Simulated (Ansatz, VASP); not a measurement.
Sn: VASP beside Ansatz

```
CELL_PARAMETERS angstrom
-2.94014 2.94014 1.59930
2.94014 -2.94014 1.59930
2.94014 2.94014 -1.59930
ATOMIC_POSITIONS crystal
Sn 0.00000 0.00000 0.00000
Sn 0.75000 0.25000 0.50000
```

Alike in both runs: task single point; functional PBE; k mesh 9 × 9 × 9; occupations gaussian, width 0.011 eV; no spin polarisation.

|  | VASP | Ansatz |
| --- | --- | --- |
| version | VASP 6.6.1 | Ansatz 0.2.0 |
| potentials or method | VASP PAW PBE potentials, release 64 (Sn_d), cutoff 520 eV | all-electron LAPW, scalar-relativistic |

VASP gave:

| Item | Value |
| --- | --- |
| gap on the k mesh at the Fermi level (eV) | none |
| pressure (GPa) | 1.4 |
| largest component of the traceless stress (GPa) | 0.27 |

Task: Which values does Ansatz return?

Result: gap on the k mesh at the Fermi level (eV): none; pressure (GPa): 1.4; largest component of the traceless stress (GPa): 0.28.

A gap of «none» marks a metal or a gap that the smearing closes. Ansatz ran all-electron here, so the differences hold the error of VASP's frozen core and of both bases.
